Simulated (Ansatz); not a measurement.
# N: the cost of one run

Program: Ansatz 0.2.0. Level of theory: DFT PBE, scalar-relativistic, plane waves, PAW. These are calculated values, not measurements.

**1. The starting structure**

Symmetry: Pa-3, No. 205, cubic system. The conventional cell has a = 5.561 Å, b = 5.561 Å, c = 5.561 Å, α = 90.00°, β = 90.00°, γ = 90.00°. N (site symmetry 3) is surrounded by 1 N at 1.11 Å.

Coordinates:

```cif
data_structure
_symmetry_space_group_name_H-M 'Pa-3'
_symmetry_Int_Tables_number 205
_cell_length_a 5.5605
_cell_length_b 5.5605
_cell_length_c 5.5605
_cell_angle_alpha 90.000
_cell_angle_beta 90.000
_cell_angle_gamma 90.000
_cell_volume 171.93
loop_
_atom_site_label
_atom_site_type_symbol
_atom_site_symmetry_multiplicity
_atom_site_Wyckoff_symbol
_atom_site_fract_x
_atom_site_fract_y
_atom_site_fract_z
_atom_site_occupancy
N1 N 8 c 0.05740 0.05740 0.05740 1
```

This is candidate A: structure listed in a database for this formula (Pa-3, No. 205).

(A quick probe on a coarse mesh, which set the mesh and smearing, is not shown.)

**3. Full relaxation (candidate A)**

Contents of input.yaml:

```yaml
crystal:
  lattice:
    - [5.56051766, 0.0, 0.0]
    - [0.0, 5.56051766, 0.0]
    - [0.0, 0.0, 5.56051766]
  atoms:
    - { symbol: "N", position: [0.05739733, 0.05739733, 0.05739733] }
    - { symbol: "N", position: [0.44260267, 0.94260267, 0.55739733] }
    - { symbol: "N", position: [0.55739733, 0.44260267, 0.94260267] }
    - { symbol: "N", position: [0.94260267, 0.55739733, 0.44260267] }
    - { symbol: "N", position: [0.94260267, 0.94260267, 0.94260267] }
    - { symbol: "N", position: [0.55739733, 0.05739733, 0.44260267] }
    - { symbol: "N", position: [0.44260267, 0.55739733, 0.05739733] }
    - { symbol: "N", position: [0.05739733, 0.44260267, 0.55739733] }
basis:
  ecutwfc: 420
kpoints:
  mp_grid: { grid: [4, 4, 4] }
hamiltonian:
  xc: pbe
scf:
  occupations: { method: gaussian, width: 0.02 }
output:
  forces: true
  stress: true
  eigenvalues: true
relax:
  adjacent_minimum: "off"
  f_tol: 0.01
  max_steps: 80
  cell: { stress_tol: 0.05 }
```

Q: Estimate wall time and peak memory on 1 thread of an Arm CPU, shared host.

About 43 s, with a peak of 0.41 GiB.
